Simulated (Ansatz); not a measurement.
# MoS2 (R-3m) in Ansatz: further runs

One crystal, MoS2, is run at these levels: PBEsol; tasks: single point.

All numbers are computed with Ansatz 0.2.0; they aren't measurements. Logs are shortened: lines on timing, memory, paths and dates and some standing lists are left out, and cuts for length are marked.

## 1. Starting point

It takes space group R-3m (No. 166, trigonal). Conventional cell: a = 3.171 Å, b = 3.171 Å, c = 18.345 Å, α = 90.00°, β = 90.00°, γ = 120.00°. Mo (site symmetry -3m) has 6 S at 2.39 Å as nearest neighbours. Around S (site symmetry 3m) lie 3 Mo at 2.39 Å.

Measurements of this composition are mostly on another form, of space group No. 194.

## 2. Single point, PBEsol, 16.68 Å³/atom (volume scaled by 0.94)

Contents of input.yaml:

```yaml
crystal:
  lattice:
    - [1.5531337754, 0.8967022033, 5.9901657895]
    - [-1.5531337754, 0.8967022033, 5.9901657895]
    - [0.0, -1.7934044066, 5.9901657895]
  atoms:
    - { symbol: Mo, position: [0.0, 0.0, 0.0] }
    - { symbol: S, position: [0.25, 0.25, 0.25] }
    - { symbol: S, position: [0.75, 0.75, 0.75] }
kpoints:
  mp_grid: { grid: [10, 10, 10] }
scf:
  occupations: { method: fermi_dirac, width: 0.05 }
hamiltonian:
  xc: pbesol
  pseudopotentials: { kind: all_electron, lapw: { basis_error: 0.001 } }
output:
  forces: true
  stress: true
  eigenvalues: true
```

Potentials or basis: all-electron LAPW, scalar-relativistic.

On the command line:

```
> ansatz run input.yaml --threads 2 --pin off --max-ram 8192MiB --backend cpu --events-out ev --progress --plain --runs-dir out
```

Log:

```text
Warning: RAYON_NUM_THREADS=2 ignored (pool sized by the plan → 2); use --threads N
LAPW: plane waves up to 8.566 Å⁻¹, error target 1.0e-3 eV per atom; small_component_spin mean_spin; S in spheres of 1.040 Å, 14 of its electrons in bands, Dirac shells []; Mo in spheres of 1.296 Å, 30 of its electrons in bands, Dirac shells [] (how accurate: hamiltonian.pseudopotentials.lapw.basis_error, Limitations)
Engine: ansatz 0.2.0, x86_64-unknown-linux-gnu
Pseudopotentials: kind: all_electron
Pseudopotential: Mo, LAPW, valence charge 30, lapw/all_electron/scalar/gaussian/Mo, Koelling and Harmon's equation, gaussian nucleus
Pseudopotential: S, LAPW, valence charge 14, lapw/all_electron/scalar/gaussian/S, Koelling and Harmon's equation, gaussian nucleus
Functional definition: PBEsol
  exchange = pbesol_x
  correlation = pbesol_c
Crystal: 3 atoms, lattice volume = 50.055 Å³
Basis set: ecut = 279.53273582712734 eV, 539 PW (Γ), FFT grids on a1−a3, a2−a3, a3, exchange–correlation at level 2
Bands: 35, of which v1, the nominal top of the filled ones, is band 29 counted from 1 (28 counted from 0)
Symmetry: 12 space group operations
Space group: R-3m (ITA 166), of the structure as read, at distance tolerance 3.7e-5 Å
k-points: 116 of 1000
Non-local potential: Mo, projectors of the file, none
Non-local potential: S, projectors of the file, none
Initial density: superposition of atomic densities (chi_scale 0.1, normalization cell, long waves kept (reshape's long-wave potential 0.13 eV rms))
Initial wavefunctions: plane waves of lowest kinetic energy (no species holds an atomic orbital)
Functional: x = pbesol(κ = 0.804, μ = 0.12345679012345678), c = pbesol(β = 0.046)
iter 1 solved again at ethr=4.94e-3 eV; its pass at ethr=1.00e-1 eV (dr2=2.86e0 eV) is discarded
SCF iter   1: F=—  HF=-131813.553363 eV  |F-HF|=—  |Δ(HF+E_count)|=         —  Δρ=6.62e-2  dr2=2.86e0  ethr=4.94e-3  ⟨swp⟩=2.0  Hψ=27190  notcnv=0
preconditioner: auto → LDOS  [metal: Δε(μ)=0.090 eV  Ē_g=10.673 eV  σ=0.050 eV  W_gap=0.38  n_scr=22 (ndim 8)  ℏωp=22.3 eV  f_vac=0.073  D(μ)=0.62/eV (n_scr^D=2)  β→1.0]
SCF iter   2: F=—  HF=-131813.453199 eV  |F-HF|=—  |Δ(HF+E_count)|=   1.00e-1  Δρ=6.15e-2  dr2=3.63e0  ethr=4.94e-3  ⟨swp⟩=3.0  Hψ=12981  notcnv=0
iter 3 solved again at ethr=1.55e-4 eV; its pass at ethr=4.94e-3 eV (dr2=9.02e-2 eV) is discarded
SCF iter   3: F=—  HF=-131812.279012 eV  |F-HF|=—  |Δ(HF+E_count)|=    1.17e0  Δρ=9.82e-3  dr2=8.97e-2  ethr=1.55e-4  ⟨swp⟩=2.0  Hψ=19751  notcnv=0
SCF iter   4: F=—  HF=-131812.258513 eV  |F-HF|=—  |Δ(HF+E_count)|=         —  Δρ=2.38e-3  dr2=5.77e-3  ethr=1.55e-4  ⟨swp⟩=2.1  Hψ=12063  notcnv=0
the basis was enlarged: its passes take 5.7 MiB over the memory plan, 2 of 2 planned eigensolver slots
SCF iter   5: F=—  HF=-131812.256274 eV  |F-HF|=—  |Δ(HF+E_count)|=   2.24e-3  Δρ=3.11e-4  dr2=6.07e-5  ethr=9.95e-6  ⟨swp⟩=3.0  Hψ=12282  notcnv=0
SCF iter   6: F=—  HF=-131812.256247 eV  |F-HF|=—  |Δ(HF+E_count)|=   2.78e-5  Δρ=5.98e-5  dr2=2.02e-6  ethr=1.05e-7  ⟨swp⟩=2.1  Hψ=11442  notcnv=0
SCF iter   7: F=—  HF=-131812.256247 eV  |F-HF|=—  |Δ(HF+E_count)|=   8.00e-7  Δρ=1.66e-5  dr2=2.17e-7  ethr=3.48e-9  ⟨swp⟩=2.9  Hψ=11641  notcnv=0
SCF iter   8: F=-131812.256247 eV  HF=-131812.256247 eV  |F-HF|=1.19e-9  |Δ(HF+E_count)|=   3.35e-8  Δρ=2.89e-6  dr2=5.37e-9  ethr=3.73e-10  ⟨swp⟩=2.8  Hψ=11583  notcnv=0
SCF 1 converged in 8 iterations: F = -131812.256247 eV  dr2 = 5.37e-9
SCF converged after 8 iterations
Free energy (F): -131812.256247 eV
Harris-Foulkes:  -131812.256247 eV  (|F-HF|=1.19e-9)
Internal energy: -131812.250373 eV  (E = F + TS)
E sigma→0 (E₀):  -131812.253310 eV
Entropy (-TS):   -0.005875 eV (-1.958 meV/atom)
Fermi energy:    13.625359 eV
--- Per-component energies (eV) ---
  E_band       = -6735.060743
  E_kinetic    = 135903.548191
  E_xc         = -4675.803907
  E_electrostatic = -263039.994656  (all electrons and nuclei)
  E_smearing   = -0.005875  (= −TS)
  E_closure    = 0.000000  (closes the sum)
  E_atoms      = -131789.879735  (free atoms, spherical and without spin; not in F)
  Σ components = -131812.256247   (vs F -131812.256247, Δ=0.00e0)
  Basis errors (estimates in eV, not in F): energy 4.9e-4 per atom: plane waves 4.5e-4 (2.6e-4 summed), levels above the bands 4.1e-66, relativity 1.8e-8, radial functions 3.8e-5, core shells 7.4e-7; eigenvalues (radial functions only) 1.2e-6; not estimated: angular momenta, meshes, grids; target (lapw.basis_error) 1.0e-3; muffin-tin radii S 1.040 Å, Mo 1.296 Å
--- Forces (eV/Å), atoms counted from 1 ---
  atom   1  Mo     0.00000000    -0.00000000     0.00000000
  atom   2  S     -0.00000000    -0.00000000    -1.96693759
  atom   3  S      0.00000000     0.00000000     1.96693759
  max |Σ_I F_I| component: 2.31e-18 eV/Å
--- Stress (GPa, compression-positive) ---
       11.708016       0.000000       0.000000
        0.000000      11.708016      -0.000000
        0.000000      -0.000000      18.605779
  P = ⅓ Tr σ = 14.0073 GPa (140.073 kbar)
--- Band table (eV; the first three rows and the last of 116) ---
  k-point 0: bands = ["-362.5496", "-362.5496", "-362.5260", "-204.7202", "-204.7202", "-204.6960", "-204.6960", "-204.6925", "-192.2014", "-192.2014", "-137.2722", "-137.2722", "-137.2722", "-137.2722", "-137.2208", "-137.2208", "-48.0872", "-22.2713", "-22.0882", "-22.0882", "-2.0386", "-0.1667", "6.0301", "9.0654", "9.0654", "11.7613", "12.1440", "12.4061", "12.4061", "13.4146", "13.4146", "17.2558", "17.2558", "19.5957", "20.8317"]
  k-point 1: bands = ["-362.5496", "-362.5496", "-362.5260", "-204.7202", "-204.7202", "-204.6960", "-204.6960", "-204.6925", "-192.2014", "-192.2014", "-137.2722", "-137.2722", "-137.2722", "-137.2722", "-137.2208", "-137.2208", "-48.0820", "-22.2610", "-22.1384", "-22.0994", "-1.8560", "-0.1453", "6.2566", "8.6710", "9.1670", "11.4774", "11.8928", "11.8938", "12.3305", "13.6070", "13.9403", "16.7107", "17.1194", "20.3887", "21.3713"]
  k-point 2: bands = ["-362.5496", "-362.5496", "-362.5260", "-204.7202", "-204.7202", "-204.6960", "-204.6960", "-204.6925", "-192.2014", "-192.2014", "-137.2722", "-137.2722", "-137.2722", "-137.2722", "-137.2208", "-137.2208", "-48.0683", "-22.2685", "-22.2334", "-22.1286", "-1.3512", "-0.0760", "6.8086", "8.1245", "9.3267", "9.8324", "11.4016", "11.8130", "12.1451", "13.9403", "14.4734", "16.4958", "16.9832", "20.8725", "21.9438"]
  k-point 115: bands = ["-362.5496", "-362.5496", "-362.5260", "-204.7202", "-204.7202", "-204.6960", "-204.6960", "-204.6925", "-192.2014", "-192.2014", "-137.2722", "-137.2722", "-137.2722", "-137.2722", "-137.2208", "-137.2208", "-48.0872", "-22.2715", "-22.0882", "-22.0882", "-1.7504", "-0.6571", "7.1134", "9.0825", "9.0825", "9.4063", "12.4178", "12.4178", "13.3026", "13.3026", "13.6007", "17.3874", "17.3874", "19.3676", "22.0568"]
```

Run time: 26 s. Hardware: 2 threads of Intel Xeon Platinum 8259CL at 2.50GHz (Skylake/Cascade Lake), shared host; peak memory 0.66 GiB.

What came out:

| Quantity | Value |
| --- | --- |
| Free energy | -131812.2562 eV |
| Pressure | 14.0 GPa |
| Largest force | 1.967 eV/Å |
| Band gap on the k mesh | none (metal or under the smearing width) |

Caveat: the cell's inner coordinates are idealised or old, which leaves forces on the atoms.

## 3. Single point, PBEsol, 17.04 Å³/atom (volume scaled by 0.96)

Edit input.yaml of step 2 so:

```diff
@@ -2,5 +2,5 @@
   lattice:
-    - [1.5531337754, 0.8967022033, 5.9901657895]
-    - [-1.5531337754, 0.8967022033, 5.9901657895]
-    - [0.0, -1.7934044066, 5.9901657895]
+    - [1.5640716975, 0.9030172156, 6.0323514456]
+    - [-1.5640716975, 0.9030172156, 6.0323514456]
+    - [0.0, -1.8060344312, 6.0323514456]
   atoms:
```

Potentials or basis: all-electron LAPW, scalar-relativistic.

On the command line:

```
> ansatz run input.yaml --threads 2 --pin off --max-ram 8192MiB --backend cpu --events-out ev --progress --plain --runs-dir out
```

Run time: 26 s. Hardware: 2 threads of Intel Xeon Platinum 8259CL at 2.50GHz (Skylake/Cascade Lake), shared host; peak memory 0.68 GiB.

It converged, with:

| Property | Result |
| --- | --- |
| Free energy | -131812.3354 eV |
| Pressure | 9.9 GPa |
| Largest force | 1.533 eV/Å |
| Band gap on the k mesh | none (metal or under the smearing width) |

Caveat: the cell's inner coordinates are idealised or old, which leaves forces on the atoms.

## 4. Single point, PBEsol, 17.39 Å³/atom (volume scaled by 0.98)

Edit input.yaml of step 3 so:

```diff
@@ -2,5 +2,5 @@
   lattice:
-    - [1.5640716975, 0.9030172156, 6.0323514456]
-    - [-1.5640716975, 0.9030172156, 6.0323514456]
-    - [0.0, -1.8060344312, 6.0323514456]
+    - [1.5748587398, 0.9092451173, 6.073955184]
+    - [-1.5748587398, 0.9092451173, 6.073955184]
+    - [0.0, -1.8184902347, 6.073955184]
   atoms:
```

On the command line:

```
> ansatz run input.yaml --threads 2 --pin off --max-ram 8192MiB --backend cpu --events-out ev --progress --plain --runs-dir out
```

Wall time 26 s (2 threads of Intel Xeon Platinum 8259CL at 2.50GHz (Skylake/Cascade Lake), shared host); peak memory 0.67 GiB.

It converged, with:

| Item | Value |
| --- | --- |
| Free energy | -131812.3887 eV |
| Pressure | 6.2 GPa |
| Largest force | 1.131 eV/Å |
| Band gap on the k mesh | none (metal or under the smearing width) |

Caveat: the cell's inner coordinates are idealised or old, which leaves forces on the atoms.

## 5. Single point, PBEsol, 17.75 Å³/atom

Edit input.yaml of step 4 so:

```diff
@@ -2,5 +2,5 @@
   lattice:
-    - [1.5748587398, 0.9092451173, 6.073955184]
-    - [-1.5748587398, 0.9092451173, 6.073955184]
-    - [0.0, -1.8184902347, 6.073955184]
+    - [1.5855, 0.9153888518, 6.1149966667]
+    - [-1.5855, 0.9153888518, 6.1149966667]
+    - [0.0, -1.8307777036, 6.1149966667]
   atoms:
```

On the command line:

```
> ansatz run input.yaml --threads 2 --pin off --max-ram 8192MiB --backend cpu --events-out ev --progress --plain --runs-dir out
```

It took 25 s on 2 threads of Intel Xeon Platinum 8259CL at 2.50GHz (Skylake/Cascade Lake), shared host; peak memory 0.67 GiB.

The run converged. Its results:

* Free energy: -131812.4186 eV
* Pressure: 2.9 GPa
* Largest force: 0.758 eV/Å
* Band gap on the k mesh: none (metal or under the smearing width)

Caveat: the cell's inner coordinates are idealised or old, which leaves forces on the atoms.

## 6. Single point, PBEsol, 18.10 Å³/atom (volume scaled by 1.02)

Edit input.yaml of step 5 so:

```diff
@@ -2,5 +2,5 @@
   lattice:
-    - [1.5855, 0.9153888518, 6.1149966667]
-    - [-1.5855, 0.9153888518, 6.1149966667]
-    - [0.0, -1.8307777036, 6.1149966667]
+    - [1.596000306, 0.9214512063, 6.1554945136]
+    - [-1.596000306, 0.9214512063, 6.1554945136]
+    - [0.0, -1.8429024126, 6.1554945136]
   atoms:
```

Potentials or basis: all-electron LAPW, scalar-relativistic.

On the command line:

```
> ansatz run input.yaml --threads 2 --pin off --max-ram 8192MiB --backend cpu --events-out ev --progress --plain --runs-dir out
```

Run time: 25 s. Hardware: 2 threads of Intel Xeon Platinum 8259CL at 2.50GHz (Skylake/Cascade Lake), shared host; peak memory 0.67 GiB.

The run converged. Its results:

```
Free energy            : -131812.4276 eV
Pressure               : -0.1 GPa
Largest force          : 0.412 eV/Å
Band gap on the k mesh : none (metal or under the smearing width)
```

Caveat: the cell's inner coordinates are idealised or old, which leaves forces on the atoms.

## 7. Single point, PBEsol, 18.46 Å³/atom (volume scaled by 1.04)

Edit input.yaml of step 6 so:

```diff
@@ -2,5 +2,5 @@
   lattice:
-    - [1.596000306, 0.9214512063, 6.1554945136]
-    - [-1.596000306, 0.9214512063, 6.1554945136]
-    - [0.0, -1.8429024126, 6.1554945136]
+    - [1.6063642348, 0.9274348234, 6.1954663772]
+    - [-1.6063642348, 0.9274348234, 6.1954663772]
+    - [0.0, -1.8548696467, 6.1954663772]
   atoms:
```

On the command line:

```
> ansatz run input.yaml --threads 2 --pin off --max-ram 8192MiB --backend cpu --events-out ev --progress --plain --runs-dir out
```

It took 27 s on 2 threads of Intel Xeon Platinum 8259CL at 2.50GHz (Skylake/Cascade Lake), shared host; peak memory 0.66 GiB.

Results (log left out):

```
Free energy            : -131812.4177 eV
Pressure               : -2.8 GPa
Largest force          : 0.091 eV/Å
Band gap on the k mesh : none (metal or under the smearing width)
```

Caveat: the cell's inner coordinates are idealised or old, which leaves forces on the atoms.

## 8. Single point, PBEsol, 18.81 Å³/atom (volume scaled by 1.06)

Edit input.yaml of step 7 so:

```diff
@@ -2,5 +2,5 @@
   lattice:
-    - [1.6063642348, 0.9274348234, 6.1954663772]
-    - [-1.6063642348, 0.9274348234, 6.1954663772]
-    - [0.0, -1.8548696467, 6.1954663772]
+    - [1.61659613, 0.9333422108, 6.2349290104]
+    - [-1.61659613, 0.9333422108, 6.2349290104]
+    - [0.0, -1.8666844216, 6.2349290104]
   atoms:
```

On the command line:

```
> ansatz run input.yaml --threads 2 --pin off --max-ram 8192MiB --backend cpu --events-out ev --progress --plain --runs-dir out
```

It took 24 s on 2 threads of Intel Xeon Platinum 8259CL at 2.50GHz (Skylake/Cascade Lake), shared host; peak memory 0.67 GiB.

The run converged. Its results:

- Free energy: -131812.3908 eV
- Pressure: -5.2 GPa
- Largest force: 0.207 eV/Å
- Band gap on the k mesh: none (metal or under the smearing width)

Caveat: the cell's inner coordinates are idealised or old, which leaves forces on the atoms.

## 9. For comparison

An earlier run on the cell as given: functional PBEsol; potentials or basis all-electron LAPW, scalar-relativistic; cutoff 267 eV (chosen from the basis error); basis error allowed 0.001 eV/atom; k mesh 10 × 10 × 10; occupations fermi-dirac, width 0.05 eV; no spin polarisation.

- Pressure: 2.9 GPa
- Largest force: 0.758 eV/Å
- Band gap on the k mesh: none (metal or under the smearing width)
